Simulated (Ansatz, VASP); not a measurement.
## Two plane-wave programs on Pd

Contents of INCAR:

```
SYSTEM = Pd
PREC     = Accurate       ! precision mode
ENCUT    = 520            ! plane-wave cutoff, eV
EDIFF    = 1E-6           ! SCF threshold, eV
ISMEAR   = -1             ! smearing method
SIGMA    = 0.05           ! smearing width, eV
LREAL    = .FALSE.        ! projectors in reciprocal space
LASPH    = .TRUE.         ! aspherical terms in the spheres
NELM     = 80             ! most SCF steps
ALGO     = Normal         ! electronic algorithm
ISIF     = 2              ! what is computed and relaxed
LWAVE    = .FALSE.        ! write WAVECAR
LCHARG   = .FALSE.        ! write CHGCAR
GGA      = PE             ! functional
IVDW     = 13             ! dispersion correction
NBANDS   = 11             ! bands
```

KPOINTS

```
Automatic mesh
0
G
  12 12 12
  0 0 0
```

The input POSCAR:

```
Pd
1.0
    0.0000000000      1.9201927211      1.9201927211
    1.9201927211      0.0000000000      1.9201927211
    1.9201927211      1.9201927211      0.0000000000
Pd
1
Direct
    0.0000000000      0.0000000000      0.0000000000
```

input.yaml

```yaml
crystal:
  lattice:
    - [0.0, 1.9201927211, 1.9201927211]
    - [1.9201927211, 0.0, 1.9201927211]
    - [1.9201927211, 1.9201927211, 0.0]
  atoms:
    - { symbol: Pd, position: [0.0, 0.0, 0.0] }
hamiltonian:
  xc: pbe
  pseudopotentials: { kind: paw }
  dispersion: d4
kpoints:
  mp_grid: { grid: [12, 12, 12] }
scf:
  occupations: { method: fermi_dirac, width: 0.05 }
output:
  forces: true
  stress: true
  eigenvalues: true
```

Alike in both runs: task single point; functional PBE; dispersion D4; k mesh 12 × 12 × 12; occupations fermi-dirac, width 0.05 eV; no spin polarisation.

|  | VASP | Ansatz |
| --- | --- | --- |
| version | VASP 6.6.1 | Ansatz 0.2.0 |
| potentials or method | VASP PAW PBE potentials, release 64 (Pd) | Ansatz PAW |
| plane-wave cutoff (eV) | 520 | 420 |
| valence electrons in the cell | 10 | 18 |

Ansatz gave:

| Quantity | Value |
| --- | --- |
| gap on the k mesh at the Fermi level (eV) | none |
| pressure (GPa) | 10.8 |
| dispersion energy (meV/atom) | -511.9 |

**Question.** Estimate VASP's values.

**Answer.** gap on the k mesh at the Fermi level (eV): none; pressure (GPa): 10.4; dispersion energy (meV/atom): -511.8.

A gap of «none» marks a metal or a gap that the smearing closes. The two sets of potentials don't hold the same shells in valence.

Caveats: pairwise dispersion overbinds metals, which lowers pressure and volume.
